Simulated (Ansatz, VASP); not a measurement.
AlN: VASP beside Ansatz

Contents of INCAR:

```
SYSTEM = AlN
PREC = Accurate ; ENCUT = 520
EDIFF = 1E-6 ; ISMEAR = 0
SIGMA = 0.05 ; LREAL = .False.
LASPH = .True. ; NELM = 60
ALGO = Normal ; ISIF = 2
LWAVE = .False. ; LCHARG = .True.
GGA = CA ; LELF = .True.
LVHAR = .True. ; NBANDS = 16
```

File KPOINTS:

```
regular mesh
0
Gamma
  9 9 6
  0 0 0
```

The input POSCAR:

```
AlN
1.0
    3.1143789636      0.0000000000      0.0000000000
   -1.5571894818      2.6971312995      0.0000000000
    0.0000000000      0.0000000000      4.9848021043
Al N
2 2
Direct
    0.3172581426      0.6345162853      0.0015212672
    0.6827418574      0.3654837147      0.5015212672
    0.3476777443      0.6953554887      0.3834787328
    0.6523222557      0.3046445113      0.8834787328
```

Input for Ansatz:

```yaml
crystal:
  lattice:
    - [3.1143789636, 0.0, 0.0]
    - [-1.5571894818, 2.6971312995, 0.0]
    - [0.0, 0.0, 4.9848021043]
  atoms:
    - { symbol: Al, position: [0.3172581426, 0.6345162853, 0.0015212672] }
    - { symbol: Al, position: [0.6827418574, 0.3654837147, 0.5015212672] }
    - { symbol: "N", position: [0.3476777443, 0.6953554887, 0.3834787328] }
    - { symbol: "N", position: [0.6523222557, 0.3046445113, 0.8834787328] }
basis:
  ecutwfc: 520.0
kpoints:
  mp_grid: { grid: [9, 9, 6] }
hamiltonian:
  xc: lda
scf:
  occupations: { method: gaussian, width: 0.05 }
output:
  forces: true
  stress: true
  eigenvalues: true
```

Change from the starting cell: mode 5 frozen in at -0.086 Å, equal normal strain along x, y and z +0.0083.

Alike in both runs: task single point; functional LDA; k mesh 9 × 9 × 6; occupations gaussian, width 0.05 eV; no spin polarisation.

```csv
,VASP,Ansatz
version,VASP 6.6.1,Ansatz 0.2.0
potentials or method,"VASP PAW LDA potentials, release 64 (Al, N)","scalar-relativistic, plane waves, PAW"
plane-wave cutoff (eV),520,520
valence electrons in the cell,16,16
```

|  | VASP | Ansatz | Ansatz less VASP |
| --- | --- | --- | --- |
| gap on the k mesh at the Fermi level (eV) | 4.12 | 4.11 | -0.004 |
| least direct gap on the mesh (eV) | 4.12 | 4.11 | -0.004 |
| pressure (GPa) | -4.7 | -5.2 | -0.51 |
| largest component of the traceless stress (GPa) | 0.42 | 0.46 | +0.034 |
| rms of the force components (eV/Å) | 0.214 | 0.214 | +0.0003 |

Atom by atom the forces differ by 0.002 eV/Å (rms over components).

Caveats: an odd mesh through Γ misses points on the zone boundary, where band edges often lie.
